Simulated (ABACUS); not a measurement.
The system is GaP.

```
Ga P
1.0
     0.00000    2.72525    2.72525
     2.72525    0.00000    2.72525
     2.72525    2.72525    0.00000
Ga P
1 1
Direct
  0.00000 0.00000 0.00000
  0.25000 0.25000 0.25000
```

Program: ABACUS 3.10.1. Alike in all runs: task single point; potentials or basis SG15 ONCV 1.2 PBE, DZP LCAO (the cutoffs set its grid); no spin polarisation; cell as given; k mesh 8 × 8 × 8; cutoff (eV) 1361; smearing fermi-dirac 0.05 eV.

Order these runs on this cell by their band gap on the k mesh, lowest first.
A. level r2SCAN
B. level LDA
C. level TPSS

B (1.45 eV), C (1.71 eV), A (1.87 eV).

Caveats: the atomic orbitals were generated for these runs and aren't a published set; the basis of atomic orbitals isn't converged, which shifts pressures, moduli and gaps.

A k mesh can miss the band edges.

Runs at the PBE level aren't shown here.
